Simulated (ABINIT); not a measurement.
Runs of ABINIT 10.8.3 (patched build) on ZnS (Wurtzite-2H). It takes space group P6_3mc (No. 186, hexagonal). Conventional cell: a = 3.811 Å, b = 3.811 Å, c = 6.234 Å, α = 90.00°, β = 90.00°, γ = 120.00°. Around Zn (site symmetry 3m) lie 4 S at 2.31 to 2.40 Å. S (site symmetry 3m) is surrounded by 4 Zn at 2.31 to 2.40 Å. 

| task | level | potentials or basis | k mesh | cutoff (eV) | smearing | k points of the masses | bands of the masses | bands in the sums | one-shot functional | stop of the response cycle (tolvrs) | gap on the mesh (eV) | pressure (GPa) | largest force (eV/Å) |
| --- | --- | --- | --- | --- | --- | --- | --- | --- | --- | --- | --- | --- | --- |
| effective masses | LDA | PseudoDojo NC SR LDA v0.4.1 standard | 6 × 6 × 4 | 980 | fixed | [[0.0, 0.0, 0.0]] | [[26, 27]] | - | - | - | - | - | 0.30 |
| one-shot levels of the hybrid HSE03 | PBEsol | PseudoDojo NC SR PBEsol v0.4.1 standard | 5 × 5 × 3 | 1034 | fixed | - | - | 34 | HSE03 | - | (a) | - | - |
| dielectric tensor | PBEsol | PseudoDojo NC SR PBEsol v0.4.1 standard | 6 × 6 × 4, shifted | 1034 | fixed | - | - | - | - | 1e-09 | - | -1.8 | 0.31 |
| effective masses | PBE | PseudoDojo NC SR PBE v0.5 stringent | 6 × 6 × 4 | 1034 | fixed | [[0.0, 0.0, 0.0]] | [[26, 27]] | - | - | - | - | 1.9 | 0.32 |
| one-shot levels of the hybrid PBE0 | LDA | PseudoDojo NC SR LDA v0.4.1 standard | 5 × 5 × 3 | 816 | fixed | - | - | 34 | PBE0 | - | 1.98 | - | - |
| effective masses | PBEsol | PseudoDojo NC SR PBEsol v0.4.1 standard | 6 × 6 × 4 | 1143 | fixed | [[0.0, 0.0, 0.0]] | [[26, 27]] | - | - | - | - | (b) | 0.31 |
| one-shot levels of the hybrid HSE06 | PBE | PseudoDojo NC SR PBE v0.4.1 standard | 5 × 5 × 3 | 1034 | fixed | - | - | 34 | HSE06 | - | 2.25 | - | - |
| single point | LDA | PseudoDojo NC SR LDA v0.4.1 standard | 6 × 6 × 4 | 816 | fermi-dirac 0.05 eV | - | - | - | - | - | 1.98 | - | 0.30 |

Alike in all rows: no spin polarisation; cell as given.

Q: Fill in the values left out.

A: (a) 2.11; (b) -1.3.

Caveats: an odd mesh through Γ misses points on the zone boundary, where band edges often lie (some runs); Libxc's HSE differs a little from that of other programs (some runs); this build's HSE levels may be imprecise (some runs).

Not every run made on this cell is shown here.
